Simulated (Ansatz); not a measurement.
Squeezing AlNi (begun as WC type, now distorted WC)

```xyz
2
Lattice="2.7594 0.0000 0.0000 -1.3797 2.3897 0.0000 0.0000 0.0000 3.8180" Properties=species:S:1:pos:R:3 pbc="T T T"
Ni    0.0000    0.0000    0.0000
Al    0.0000    1.5932    1.9090
```

The cell comes from a relaxation on PAW files under the same functional, begun from a prototype that needn't be the stable phase.

The start type wasn't kept: the relaxed cell is distorted WC.

Its volume is scaled, and at each volume shape and atoms are relaxed on PAW files; all methods then take that cell.

Computed with Ansatz 0.2.0; functional PBE, scalar-relativistic. Settings: a Γ-centred 15×15×13 k mesh, Fermi–Dirac smearing of 0.08 eV, no spin polarisation. Methods: LAPW: all electrons, basis error target 1 meV/atom; PAW: frozen-core files, cutoff 420 eV; crystal datasets: all electrons, by PAW datasets that the program makes for each cell; norm-conserving: pseudopotentials, cutoff 1400 eV; PAW (cutoff 1000 eV): frozen-core files, cutoff 1000 eV.

Energies are extrapolated to zero smearing and count from the unscaled cell; pressure is positive in compression; gaps take the mesh and a band path. No temperature or zero-point motion is included.

Spin polarisation is left out, though a magnetic state may lie lower.

| V/V0 | V (Å³/atom) | P LAPW (GPa) | ΔE LAPW (eV/atom) | P PAW − LAPW (GPa) | ΔE PAW − LAPW (meV/atom) | space group | shortest distance (Å) |
| --- | --- | --- | --- | --- | --- | --- | --- |
| 1.00 | 12.59 | -0.07 | 0.000 | 0.07 | 0.0 | P-6m2 | 2.486 |
| 0.94 | 11.83 | 9.94 | 0.022 | 0.11 | 0.4 | P-6m2 | 2.443 |
| 0.88 | 11.08 | 23.9 | 0.100 | 0.18 | 1.1 | P-6m2 | 2.396 |
| 0.80 | 10.07 | 51.5 | 0.330 | 0.31 | 2.6 | P-6m2 | 2.329 |
| 0.72 | 9.06 | 95.5 | 0.781 | 0.52 | 5.1 | P-6m2 | ? |
| 0.64 | 8.06 | 167.4 | 1.588 | 0.76 | 9.1 | P-6m2 | 2.173 |
| 0.55 | 6.92 | 310.2 | 3.224 | 0.64 | 14.6 | P-6m2 | ? |

Fill in "shortest distance (Å)" for the row "0.72".

2.255.

Give the missing entry: row "0.55", column "shortest distance (Å)".

2.071.

Fit the Vinet equation to the LAPW pressures over the whole range, with residuals weighted by 1/(|P| + 0.03·Pmax).

V0 = 12.58 Å³/atom, B0 = 139 GPa and B0′ = 4.75, and the fit misses no point by more than 1.6 GPa. A fit over so wide a range pins B0 less well than one near rest.

From the table, what is the rise of the enthalpy H = E + pV up to the last row, and how stiff is the crystal between the last two rows?

ΔH = 3.224 eV + (310.2 GPa × 6.92 Å³ + 0.07 GPa × 12.59 Å³) × 0.006242 eV/(GPa·Å³) = 16.63 eV/atom, of which pV makes 81 %. The mean bulk modulus there is −ΔP/Δln V = 942 GPa.

At the smallest volume, how far do crystal datasets and norm-conserving and PAW (cutoff 1000 eV) lie from LAPW in pressure?

crystal datasets: 0.00 GPa; norm-conserving: -0.97 GPa; PAW (cutoff 1000 eV): +0.50 GPa, on a LAPW pressure of 310.2 GPa.

How do the Löwdin populations by LAPW change from the unscaled cell to the last row?

Ni 3s 1.97 → 1.92, Ni 3d 8.93 → 9.05, Al 2s 1.98 → 1.95, Al 3s 0.99 → 0.80, Al 3p 2.42 → 2.58 electrons an atom. These are projections on the shells that the free atoms fill; 0.18 e a cell lies outside them at the start and 0.18 e at the end.
